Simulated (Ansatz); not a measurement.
AlNi3:

```xyz
4
Lattice="3.5231 0.0000 0.0000 0.0000 3.5231 0.0000 0.0000 0.0000 3.5231" Properties=species:S:1:pos:R:3 pbc="T T T"
Ni    1.7615    1.7615    0.0000
Ni    1.7615    0.0000    1.7615
Ni    0.0000    1.7615    1.7615
Al    0.0000    0.0000    0.0000
```

The cell is a database's computed one.

| Quantity | Value |
| --- | --- |
| Program | Ansatz 0.2.0 |
| Task | relaxation of cell and atoms |
| Functional | revPBE |
| Potentials or basis | Ansatz PAW |
| Cutoff | 420 eV (not typed: the program's choice for these potentials) |
| k mesh | 8 × 8 × 8 |
| Occupations | fermi-dirac, width 0.05 eV |
| Spin | collinear spin, ferromagnetic start |
| Starting moments | [1.0, 1.0, 1.0, 0.0] μB |

At the start: volume 10.93 Å³/atom.

Q: How do energy, volume and symmetry change on relaxing?

A: It ends after 5 steps and the volume is 11.57 Å³/atom (+5.8 %); space group Pm-3m (No. 221, to 0.05 Å); moment 0.75 μB per cell.

The path:
| step | energy change (eV) | largest force (eV/Å) | volume (Å³) |
| --- | --- | --- | --- |
| 1 | 0.0000 | 0.0000 | 43.73 |
| 2 | -0.0618 | 0.0000 | 44.98 |
| 3 | -0.0813 | 0.0000 | 46.14 |
| 4 | -0.0814 | 0.0000 | 46.26 |
| 5 | -0.0824 | 0.0000 | 46.26 |

Final structure:
```
CELL_PARAMETERS angstrom
3.58989 0.00000 0.00000
0.00000 3.58989 0.00000
0.00000 0.00000 3.58989
ATOMIC_POSITIONS crystal
Ni 0.50000 0.50000 0.00000
Ni 0.50000 0.00000 0.50000
Ni 0.00000 0.50000 0.50000
Al 0.00000 0.00000 0.00000
```

Caveat: the plane-wave basis is chosen anew once the cell has moved, so the energies of steps on either side of that aren't comparable; the PAW data sets come from PBE, with cores solved anew for the run's functional, which leaves a small shift of forces and pressure.
